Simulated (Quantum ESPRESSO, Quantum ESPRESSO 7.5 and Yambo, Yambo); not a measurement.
## A GW chain in Yambo: KCl (Sylvite)

How does a plane-wave GW calculation on KCl (Sylvite) run from the first input to the gap?

Calculated with Quantum ESPRESSO 7.5 and Yambo 5.3.0; PBE and many-body steps on it, plane waves.

### 1. Starting point

The structure is cubic, space group Fm-3m (No. 225). Conventional cell: a = 6.293 Å, b = 6.293 Å, c = 6.293 Å, α = 90.00°, β = 90.00°, γ = 90.00°. Nearest to K lie 6 Cl at 3.15 Å. Cl has 6 K at 3.15 Å nearest. Farther neighbours and most contacts between anions are not listed.

Structure file:

```cif
data_structure
_symmetry_space_group_name_H-M 'P 1'
_symmetry_Int_Tables_number 1
_cell_length_a 4.4498
_cell_length_b 4.4498
_cell_length_c 4.4498
_cell_angle_alpha 60.000
_cell_angle_beta 60.000
_cell_angle_gamma 60.000
_cell_volume 62.30
loop_
_atom_site_label
_atom_site_type_symbol
_atom_site_fract_x
_atom_site_fract_y
_atom_site_fract_z
_atom_site_occupancy
K1 K 0.00000 0.00000 0.00000 1
Cl2 Cl 0.50000 0.50000 0.50000 1
```

The cell and positions come from the Crystallography Open Database and are kept as given unless a step says otherwise.

### 2. Ground state

This step: Quantum ESPRESSO 7.5; DFT, PBE, plane waves, norm-conserving pseudopotentials.

The ground-state density comes first.

File pw.in:

```
&control
  calculation = 'scf'
  prefix = 'x'
  outdir = 'o'
  pseudo_dir = 'pseudo'
/
&system
  ibrav = 0
  nat = 2
  ntyp = 2
  ecutwfc = 66.0
  nbnd = 13
  force_symmorphic = .true.
/
&electrons
  conv_thr = 1e-10
  electron_maxstep = 80
  mixing_beta = 0.5
/
ATOMIC_SPECIES
  K 39.098 K.upf
  Cl 35.45 Cl.upf
CELL_PARAMETERS angstrom
  -0.0000000000 3.1464700000 3.1464700000
  3.1464700000 0.0000000000 3.1464700000
  3.1464700000 3.1464700000 -0.0000000000
ATOMIC_POSITIONS crystal
  K 0.0000000000 0.0000000000 0.0000000000
  Cl 0.5000000000 0.5000000000 0.5000000000
K_POINTS automatic
  6 6 6 0 0 0
```

On the command line:

```bash
$ OMP_NUM_THREADS=1 mpirun -n 4 pw.x -nk 4 -in pw.in > pw.out
```

Output:

```text
Program PWSCF v.7.5 starts

     This program is part of the open-source Quantum ESPRESSO suite
     for quantum simulation of materials; please cite
         "P. Giannozzi et al., J. Phys.:Condens. Matter 21 395502 (2009);
         "P. Giannozzi et al., J. Phys.:Condens. Matter 29 465901 (2017);
         "P. Giannozzi et al., J. Chem. Phys. 152 154105 (2020);
     in publications or presentations arising from this work. More details at
     Message from routine setup:
     using ibrav=0 with symmetry is DISCOURAGED, use correct ibrav instead

     G-vector sticks info

     bravais-lattice index     =            0
     lattice parameter (alat)  =       8.4089  a.u.
     unit-cell volume          =     420.4336 (a.u.)^3
     number of atoms/cell      =            2
     number of atomic types    =            2
     number of electrons       =        16.00
     number of Kohn-Sham states=           13
     kinetic-energy cutoff     =      66.0000  Ry
     charge density cutoff     =     264.0000  Ry
     scf convergence threshold =      1.0E-10
     mixing beta               =       0.5000
     number of iterations used =            8  plain     mixing
     Exchange-correlation= PBE
                           (   1   4   3   4   0   0   0)

     celldm(1)=   8.408867  celldm(2)=   0.000000  celldm(3)=   0.000000
     celldm(4)=   0.000000  celldm(5)=   0.000000  celldm(6)=   0.000000

     crystal axes: (cart. coord. in units of alat)
               a(1) = (  -0.000000   0.707107   0.707107 )
               a(2) = (   0.707107   0.000000   0.707107 )
               a(3) = (   0.707107   0.707107  -0.000000 )

     reciprocal axes: (cart. coord. in units 2 pi/alat)
               b(1) = ( -0.707107  0.707107  0.707107 )
               b(2) = (  0.707107 -0.707107  0.707107 )
               b(3) = (  0.707107  0.707107 -0.707107 )
     Pseudo is Norm-conserving + core correction, Zval =  9.0
     Generated using ONCVPSP code by D. R. Hamann
     Using radial grid of 2222 points,  6 beta functions with:
     Pseudo is Norm-conserving + core correction, Zval =  7.0
     Generated using ONCVPSP code by D. R. Hamann
     Using radial grid of 1028 points,  6 beta functions with:
     K                 9.00    39.09800     K ( 1.00)
     Cl                7.00    35.45000     Cl( 1.00)

     48 Sym. Ops., with inversion, found

   Cartesian axes

     site n.     atom                  positions (alat units)
         1        K      tau(   1) = (   0.0000000   0.0000000   0.0000000  )
         2        Cl     tau(   2) = (   0.7071068   0.7071068   0.7071068  )

     number of k points=    16
                       cart. coord. in units 2pi/alat
        k(    1) = (   0.0000000   0.0000000   0.0000000), wk =   0.0092593
        k(    2) = (   0.1178511   0.1178511  -0.1178511), wk =   0.0740741
        k(    3) = (   0.2357023   0.2357023  -0.2357023), wk =   0.0740741
        k(    4) = (  -0.3535534  -0.3535534   0.3535534), wk =   0.0370370
        k(    5) = (   0.2357023   0.0000000  -0.0000000), wk =   0.0555556
        k(    6) = (   0.3535534   0.1178511  -0.1178511), wk =   0.2222222
        k(    7) = (  -0.2357023  -0.4714045   0.4714045), wk =   0.2222222
        k(    8) = (  -0.1178511  -0.3535534   0.3535534), wk =   0.2222222
        k(    9) = (   0.0000000  -0.2357023   0.2357023), wk =   0.1111111
        k(   10) = (   0.4714045   0.0000000  -0.0000000), wk =   0.0555556
     [... 4 further rows ...]
        k(   15) = (  -0.1178511  -0.3535534   0.5892557), wk =   0.2222222
        k(   16) = (  -0.7071068   0.2357023   0.0000000), wk =   0.1111111

     Dense  grid:    30467 G-vectors     FFT dimensions: (  45,  45,  45)

     Initial potential from superposition of free atoms

     starting charge      15.9808, renormalised to      16.0000
     Starting wfcs are    9 randomized atomic wfcs +    4 random wfcs

     per-process dynamical memory:    25.5 Mb

     Self-consistent Calculation

     iteration #  1     ecut=    66.00 Ry     beta= 0.50

     Threshold (ethr) on eigenvalues was too large:
     Diagonalizing with lowered threshold

     total energy              =     -93.17952685 Ry
     estimated scf accuracy    <       0.07164138 Ry

     iteration #  2     ecut=    66.00 Ry     beta= 0.50

     total energy              =     -93.19588016 Ry
     estimated scf accuracy    <       0.00383766 Ry

     iteration #  3     ecut=    66.00 Ry     beta= 0.50

     total energy              =     -93.19669968 Ry
     estimated scf accuracy    <       0.00086220 Ry

     iteration #  4     ecut=    66.00 Ry     beta= 0.50

     total energy              =     -93.19679294 Ry
     estimated scf accuracy    <       0.00002084 Ry

     iteration #  5     ecut=    66.00 Ry     beta= 0.50

     total energy              =     -93.19680177 Ry
     estimated scf accuracy    <       0.00000163 Ry

     iteration #  6     ecut=    66.00 Ry     beta= 0.50

     total energy              =     -93.19680250 Ry
     estimated scf accuracy    <       0.00000002 Ry

     iteration #  7     ecut=    66.00 Ry     beta= 0.50

     total energy              =     -93.19680251 Ry
     estimated scf accuracy    <       0.00000002 Ry

     iteration #  8     ecut=    66.00 Ry     beta= 0.50

     total energy              =     -93.19680252 Ry
     estimated scf accuracy    <          2.8E-09 Ry

     iteration #  9     ecut=    66.00 Ry     beta= 0.50

     End of self-consistent calculation

          k = 0.0000 0.0000 0.0000 (  3839 PWs)   bands (ev):

   -26.2911 -11.2133  -9.7514  -9.7514  -9.7514   0.9045   0.9045   0.9045
     6.0940   9.2710   9.2710   9.2711  10.1289

          k = 0.1179 0.1179-0.1179 (  3792 PWs)   bands (ev):

   -26.2884 -11.2646  -9.7537  -9.7537  -9.6867   0.5912   0.8189   0.8189
     6.7284   9.1025   9.6125   9.6126  10.4956

          k = 0.2357 0.2357-0.2357 (  3801 PWs)   bands (ev):

   -26.2831 -11.3567  -9.7583  -9.7583  -9.5673   0.0753   0.6567   0.6567
     7.9537   9.1689  10.5379  10.5379  11.4236

          k =-0.3536-0.3536 0.3536 (  3798 PWs)   bands (ev):

     [... further k-points ...]

     highest occupied, lowest unoccupied level (ev):     0.9045    6.0940

!    total energy              =     -93.19680252 Ry
     estimated scf accuracy    <          2.0E-11 Ry

     The total energy is the sum of the following terms:
     one-electron contribution =     -29.53901942 Ry
     hartree contribution      =      19.88440133 Ry
     xc contribution           =     -21.87530438 Ry
     ewald contribution        =     -61.66688005 Ry

     convergence has been achieved in   9 iterations

     XML data file, charge density, pseudopotentials, collected wavefunctions

=------------------------------------------------------------------------------=
   JOB DONE.
=------------------------------------------------------------------------------=
```

Run time: 5.6 s. Hardware: 4 MPI ranks of Arm Neoverse V1, shared host; peak memory 0.24 GiB.

Numbers from this step:

```yaml
total_energy: -1268.0071 eV
gap: 5.190 eV
k_of_the_valence_top: 0, 0, 0
k_of_the_conduction_bottom: 0, 0, 0
least_direct_gap: 5.190 eV
```

The gap is direct, at Γ.

### 3. Bands along the symmetry lines

Levels along a band path, at the cheap level, show where the edges lie and whether the meshes to come will hold them.

File pw.in:

```
&control
  calculation = 'bands'
  prefix = 'x'
  outdir = 'o'
  pseudo_dir = 'pseudo'
/
&system
  ibrav = 0
  nat = 2
  ntyp = 2
  ecutwfc = 66.0
  nbnd = 14
  force_symmorphic = .true.
/
&electrons
  conv_thr = 1e-9
  electron_maxstep = 80
  diago_full_acc = .true.
  diago_thr_init = 5e-6
/
ATOMIC_SPECIES
  K 39.098 K.upf
  Cl 35.45 Cl.upf
CELL_PARAMETERS angstrom
  -0.0000000000 3.1464700000 3.1464700000
  3.1464700000 0.0000000000 3.1464700000
  3.1464700000 3.1464700000 -0.0000000000
ATOMIC_POSITIONS crystal
  K 0.0000000000 0.0000000000 0.0000000000
  Cl 0.5000000000 0.5000000000 0.5000000000
K_POINTS crystal
  50
  0.00000000 0.00000000 0.00000000 1
  0.06250000 0.00000000 0.06250000 1
  0.12500000 0.00000000 0.12500000 1
  0.18750000 0.00000000 0.18750000 1
  0.25000000 0.00000000 0.25000000 1
  0.31250000 0.00000000 0.31250000 1
  0.37500000 0.00000000 0.37500000 1
  0.43750000 0.00000000 0.43750000 1
  0.50000000 0.00000000 0.50000000 1
  0.51562500 0.03125000 0.51562500 1
  0.53125000 0.06250000 0.53125000 1
  0.54687500 0.09375000 0.54687500 1
  0.56250000 0.12500000 0.56250000 1
  0.57812500 0.15625000 0.57812500 1
  0.59375000 0.18750000 0.59375000 1
  0.60937500 0.21875000 0.60937500 1
  0.62500000 0.25000000 0.62500000 1
  0.37500000 0.37500000 0.75000000 1
  0.32812500 0.32812500 0.65625000 1
  0.28125000 0.28125000 0.56250000 1
  0.23437500 0.23437500 0.46875000 1
  0.18750000 0.18750000 0.37500000 1
  0.14062500 0.14062500 0.28125000 1
  0.09375000 0.09375000 0.18750000 1
  0.04687500 0.04687500 0.09375000 1
  0.00000000 0.00000000 0.00000000 1
  0.06250000 0.06250000 0.06250000 1
  0.12500000 0.12500000 0.12500000 1
  0.18750000 0.18750000 0.18750000 1
  0.25000000 0.25000000 0.25000000 1
  0.31250000 0.31250000 0.31250000 1
  0.37500000 0.37500000 0.37500000 1
  0.43750000 0.43750000 0.43750000 1
  0.50000000 0.50000000 0.50000000 1
  0.50000000 0.46875000 0.53125000 1
  0.50000000 0.43750000 0.56250000 1
  0.50000000 0.40625000 0.59375000 1
  0.50000000 0.37500000 0.62500000 1
  0.50000000 0.34375000 0.65625000 1
  0.50000000 0.31250000 0.68750000 1
  0.50000000 0.28125000 0.71875000 1
  0.50000000 0.25000000 0.75000000 1
  0.50000000 0.21875000 0.71875000 1
  0.50000000 0.18750000 0.68750000 1
  0.50000000 0.15625000 0.65625000 1
  0.50000000 0.12500000 0.62500000 1
  0.50000000 0.09375000 0.59375000 1
  0.50000000 0.06250000 0.56250000 1
  0.50000000 0.03125000 0.53125000 1
  0.50000000 0.00000000 0.50000000 1
```

Output:

```text
[banner, memory and clock lines left out]
Program PWSCF v.7.5 starts

     Atomic positions and unit cell read from directory:
     o/x.save/

     Message from routine setup:
     using ibrav=0 with symmetry is DISCOURAGED, use correct ibrav instead

     G-vector sticks info

     bravais-lattice index     =            0
     lattice parameter (alat)  =       8.4089  a.u.
     unit-cell volume          =     420.4336 (a.u.)^3
     number of atoms/cell      =            2
     number of atomic types    =            2
     number of electrons       =        16.00
     number of Kohn-Sham states=           14
     kinetic-energy cutoff     =      66.0000  Ry
     charge density cutoff     =     264.0000  Ry
     Exchange-correlation= PBE
                           (   1   4   3   4   0   0   0)

     celldm(1)=   8.408867  celldm(2)=   0.000000  celldm(3)=   0.000000
     celldm(4)=   0.000000  celldm(5)=   0.000000  celldm(6)=   0.000000

     crystal axes: (cart. coord. in units of alat)
               a(1) = (  -0.000000   0.707107   0.707107 )
               a(2) = (   0.707107   0.000000   0.707107 )
               a(3) = (   0.707107   0.707107  -0.000000 )

     reciprocal axes: (cart. coord. in units 2 pi/alat)
               b(1) = ( -0.707107  0.707107  0.707107 )
               b(2) = (  0.707107 -0.707107  0.707107 )
               b(3) = (  0.707107  0.707107 -0.707107 )
     Pseudo is Norm-conserving + core correction, Zval =  9.0
     Generated using ONCVPSP code by D. R. Hamann
     Using radial grid of 2222 points,  6 beta functions with:
     Pseudo is Norm-conserving + core correction, Zval =  7.0
     Generated using ONCVPSP code by D. R. Hamann
     Using radial grid of 1028 points,  6 beta functions with:
     K                 9.00    39.09800     K ( 1.00)
     Cl                7.00    35.45000     Cl( 1.00)

     48 Sym. Ops., with inversion, found

   Cartesian axes

     site n.     atom                  positions (alat units)
         1        K      tau(   1) = (   0.0000000   0.0000000   0.0000000  )
         2        Cl     tau(   2) = (   0.7071068   0.7071068   0.7071068  )

     number of k points=    50
                       cart. coord. in units 2pi/alat
        k(    1) = (   0.0000000   0.0000000   0.0000000), wk =   0.0400000
        k(    2) = (   0.0000000   0.0883883   0.0000000), wk =   0.0400000
        k(    3) = (   0.0000000   0.1767767   0.0000000), wk =   0.0400000
[...]
[... 38 further rows ...]
        k(   49) = (   0.0441942   0.7071068   0.0000000), wk =   0.0400000
        k(   50) = (   0.0000000   0.7071068   0.0000000), wk =   0.0400000

     Dense  grid:    30467 G-vectors     FFT dimensions: (  45,  45,  45)

     The potential is recalculated from file :
     o/x.save/charge-density

     Starting wfcs are    9 randomized atomic wfcs +    5 random wfcs

     Band Structure Calculation

     End of band structure calculation

          k = 0.0000 0.0000 0.0000 (  3839 PWs)   bands (ev):

   -26.2911 -11.2133  -9.7514  -9.7514  -9.7514   0.9045   0.9045   0.9045
     6.0941   9.2710   9.2710   9.2711  10.1289  10.1289

          k = 0.0000 0.0884 0.0000 (  3795 PWs)   bands (ev):

   -26.2906 -11.2235  -9.7534  -9.7534  -9.7355   0.8263   0.8932   0.8932
     6.2225   9.1543   9.3725   9.3725  10.1594  10.2391

          k = 0.0000 0.1768 0.0000 (  3787 PWs)   bands (ev):

   -26.2890 -11.2461  -9.7594  -9.7594  -9.6999   0.6371   0.8624   0.8624
     6.5628   8.8622   9.6694   9.6694  10.2482  10.5484

          k = 0.0000 0.2652-0.0000 (  3799 PWs)   bands (ev):

[...]
k =-0.0000 0.4419 0.0000 (  3816 PWs)   bands (ev):

[...]
k = 0.0000 0.5303-0.0000 (  3812 PWs)   bands (ev):

[...]
k =-0.0000 0.6187 0.0000 (  3824 PWs)   bands (ev):

[...]
k = 0.5303 0.5303-0.0000 (  3811 PWs)   bands (ev):

[...]
k = 0.1326 0.7071-0.0000 (  3822 PWs)   bands (ev):

[...]
k = 0.0884 0.7071-0.0000 (  3826 PWs)   bands (ev):

[...]
k = 0.0442 0.7071 0.0000 (  3828 PWs)   bands (ev):

   -26.2774 -11.1181  -9.8922  -9.8078  -9.8011   0.2520   0.6713   0.6761
     7.4613   9.2775  10.9166  11.1116  11.4678  12.5497

          k = 0.0000 0.7071 0.0000 (  3812 PWs)   bands (ev):

   -26.2774 -11.1141  -9.8930  -9.8069  -9.8069   0.2489   0.6817   0.6817
     7.4343   9.2443  10.9730  11.0895  11.4859  12.5168

     XML data file, pseudopotentials, collected wavefunctions
```

Elapsed: 7 s, on 4 MPI ranks; peak memory 0.22 GiB.

Numbers from this step:

```yaml
gap: 5.190 eV
k_of_the_valence_top: 0, 0, 0
k_of_the_conduction_bottom: 0, 0, 0
least_direct_gap: 5.190 eV
```

The gap is 5.190 eV, as in the run before at this level.

The electronic bands at the labelled points (eV, zero at the top of the highest filled band; v1 is the highest filled band, c1 the lowest empty one):

```
    point      v4     v3     v2     v1    c1    c2     c3     c4
        Γ  -10.66   0.00   0.00   0.00  5.19  8.37   8.37   8.37
  halfway  -10.58  -0.63  -0.13  -0.13  6.64  7.24   9.66   9.84
        X  -10.71  -0.66  -0.22  -0.22  6.53  8.34  10.07  10.19
  halfway  -10.68  -0.63  -0.32  -0.24  6.74  8.60   9.70  10.36
        U  -10.60  -0.56  -0.55  -0.29  7.27  9.07   9.30  10.07
jump to K  -10.60  -0.56  -0.55  -0.29  7.27  9.07   9.30  10.07
  halfway  -10.51  -0.69  -0.24  -0.20  6.89  7.97   9.19   9.85
        Γ  -10.66   0.00   0.00   0.00  5.19  8.37   8.37   8.37
  halfway  -10.53  -0.59  -0.17  -0.17  6.45  8.16   9.11   9.11
        L  -10.42  -1.05  -0.32  -0.32  7.58  8.60  10.50  10.50
  halfway  -10.51  -0.84  -0.40  -0.33  7.84  8.34  10.04  10.14
        W  -10.57  -0.49  -0.47  -0.47  8.03  8.03   9.44   9.85
  halfway  -10.64  -0.61  -0.36  -0.30  6.95  8.80   9.34  10.32
        X  -10.71  -0.66  -0.22  -0.22  6.53  8.34  10.07  10.19
```

The electronic bands as a text plot (rows in eV, shown from -8.0 to 9.2 only):

```
    8.9 |+ ++          +++++    +++++ ++ ++++   +++++       +++
    8.1 |++++      ++++     ++++++++++++++++++++     +++++++   ++
    7.4 |    ++++++      +++  ++               +++++++     ++
    6.7 |     +++++++++++       +           +++              ++++
    6.0 |  +++                   ++++      +
    5.3 |++                          ++++++
    4.6 |
    3.8 |
    3.1 |
    2.4 |
    1.7 |
    1.0 |
    0.3 |*****                     ********
   -0.5 |  **************************    ************************
   -1.2 |                                      ********
   -1.9 |
   -2.6 |
   -3.3 |
   -4.1 |
   -4.8 |
   -5.5 |
   -6.2 |
   -6.9 |
   -7.6 |
         Γ           X  U|K            Γ         L        W     X
```

(Part 1 of 2 ends here.)

[Paths, hosts, dates, memory and timing lines, banners, echoed tables and standing remarks are left out of the program output.]

[Logs are printed without paths, hosts, clocks, repeated set-up lines and the standing remarks that a program may print on its own settings, such as how far it seeks lower states.]

[Runs of the session that timed out or met a known fault of the program may be left out.]

[Hosts, paths, dates, database ids (printed as entryN), source tags and the programs' standing remarks are cut or masked in the printed files.]
